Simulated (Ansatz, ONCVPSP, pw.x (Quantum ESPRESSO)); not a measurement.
Ca (Z = 20): does the ONCV potential hold in the solid?

* Element: calcium (Ca)
* Generator: ONCVPSP 4.0.1.1 (patched build)
* Type: optimised norm-conserving Vanderbilt (ONCV)
* Functional: PBE
* Relativity: scalar-relativistic
* Frozen core: [Ar]
* Valence charge: 2
* Reference configuration: 4s2
* Partial waves: 4s: rc 3.65 bohr, ncon 3, nbas 6, qcut 2.2 1/bohr, 3 projectors, debl 1.5 Ha; p scattering state at 0.44 Ha: rc 3.45 bohr, ncon 4, nbas 8, qcut 2.5 1/bohr, 2 projectors, debl 2.8 Ha; d scattering state at 0.08 Ha: rc 3.95 bohr, ncon 4, nbas 9, qcut 2.3 1/bohr, 3 projectors, debl 3.8 Ha
* Local potential: polynomial inside 2.35 bohr (lpopt 3, dvloc0 0 Ha)
* Core correction: polynomial model core, fcfact 0.25

In the p channel the program set the typed energies aside and used 0.050, 2.850 Ha. In the d channel the program set the typed energies aside and used -0.072, 3.728, 7.528 Ha.

Atomic tests: cutoffs needed: 1.5 Ha and 2.4 Ha (the cutoffs (Ha) at which the residual kinetic energy of the hardest occupied pseudo-wave falls to 1 and 0.1 mHa per electron) The cutoffs count occupied waves only; projector 3 of the d channel, the hardest unoccupied one, needs 31 Ha at the loose tolerance.; ghost test: no bound ghost flagged; GHOST(+) flagged for s at 89.4 eV, p at 92.0 eV, d at 103.2 eV, d at 194.2 eV; largest excitation error: +397 meV (all-electron minus pseudo) for 3d1 4s1, out of 4 test configurations.

Crystal test: bcc Ca in pw.x 7.5, no spin, 11³ k-points, Fermi–Dirac smearing 0.01 Ry, cutoffs 50/200 Ry. The reference is all-electron LAPW (Ansatz 0.2.0) with the same functional, mesh and smearing; V0 and B0 come from Birch–Murnaghan fits to the pressures at five volumes. Errors are pseudo minus all-electron; Δ is the rms difference of the E(V) curves that follow from these fits, minima aligned, over ±6 % about the mean V0. Mesh and smearing are coarse, so the numbers serve the comparison and aren't converged zero-temperature values; the lattice is a test structure that the element need not adopt.

```tsv
V (Å³/atom)	P all-electron (GPa)	P pseudo (GPa)
40.073	0.96	5.81
41.127	0.46	5.25
42.182	0.00	4.70
43.237	-0.40	4.16
44.291	-0.77	3.64
```

All-electron: a0 = 4.386 Å (V0 = 42.19 Å³/atom), B0 = 17.2 GPa.

Pseudopotential: mean pressure error (GPa): +4.67. The pressure does not cross zero within the volumes sampled, so no fit is given. The largest radius (3.95 bohr) exceeds half the bond length (3.59 bohr), so the spheres overlap, which is one possible source of error among others. This is a poor potential for the solid.

Question: At the middle volume, how do free energy and pressure move when the wave cutoff is lowered (ecutrho kept at four times it)?

Answer:

```tsv
cutoff (Ry)	shift of F (meV/atom)	shift of P (GPa)
22	+119.2	+0.25
30	+69.5	+0.40
40	+7.3	+0.03
```

Input at the middle volume:

```
&control
  calculation='scf', prefix='x', pseudo_dir='./', outdir='./tmp', tstress=.true., disk_io='none'
/
&system
  ibrav=0, nat=1, ntyp=1, ecutwfc=50, ecutrho=200, nbnd=8,
  occupations='smearing', smearing='fd', degauss=0.01
/
&electrons
  conv_thr=1e-09, mixing_beta=0.4, electron_maxstep=70
/
ATOMIC_SPECIES
Ca 1.0 Ca.UPF
CELL_PARAMETERS angstrom
  -2.19291800 2.19291800 2.19291800
  2.19291800 -2.19291800 2.19291800
  2.19291800 2.19291800 -2.19291800
ATOMIC_POSITIONS crystal
Ca 0.0000 0.0000 0.0000
K_POINTS automatic
11 11 11 0 0 0
```

```bash
pw.x < Ca.scf.in > Ca.scf.out
```

Lines of the output:

```
Message from routine setup:
     using ibrav=0 with symmetry is DISCOURAGED, use correct ibrav instead
     lattice parameter (alat)  =       7.1776  a.u.
     unit-cell volume          =     284.6582 (a.u.)^3
     number of electrons       =         2.00
     number of Kohn-Sham states=            8
     kinetic-energy cutoff     =      50.0000  Ry
     charge density cutoff     =     200.0000  Ry
     scf convergence threshold =      1.0E-09
     Exchange-correlation= PBE
     number of k points=    56  Fermi-Dirac smearing, width (Ry)=  0.0100
     iteration #  1     ecut=    50.00 Ry     beta= 0.40
     total energy              =      -2.37724106 Ry
     estimated scf accuracy    <       0.00157459 Ry
     iteration #  2     ecut=    50.00 Ry     beta= 0.40
     total energy              =      -2.37765144 Ry
     estimated scf accuracy    <       0.00058739 Ry
     iteration #  3     ecut=    50.00 Ry     beta= 0.40
     c_bands:  1 eigenvalues not converged
     total energy              =      -2.37769040 Ry
     estimated scf accuracy    <       0.00000142 Ry
     iteration #  4     ecut=    50.00 Ry     beta= 0.40
     c_bands:  1 eigenvalues not converged
     total energy              =      -2.37769552 Ry
     estimated scf accuracy    <       0.00000083 Ry
     iteration #  5     ecut=    50.00 Ry     beta= 0.40
     total energy              =      -2.37769562 Ry
     estimated scf accuracy    <          5.7E-09 Ry
     iteration #  6     ecut=    50.00 Ry     beta= 0.40
     the Fermi energy is     2.5994 ev
!    total energy              =      -2.37769562 Ry
     estimated scf accuracy    <          1.8E-10 Ry
     smearing contrib. (-TS)   =      -0.00746389 Ry
     The total energy is F=E-TS. E is the sum of the following terms:
     one-electron contribution =       1.21261730 Ry
     hartree contribution      =       0.00162224 Ry
     xc contribution           =      -1.82809057 Ry
     ewald contribution        =      -1.75638070 Ry
     convergence has been achieved in   6 iterations
          total   stress  (Ry/bohr**3)                   (kbar)     P=       47.01
     Message from routine punch:
     Nothing written, as per user request (disk_io='none')
```

The run at the middle volume (56 k-points, 6 iterations) took about 23 s on one core of a shared host (Neoverse-N1, 64 threads, 124 GiB, load 57).
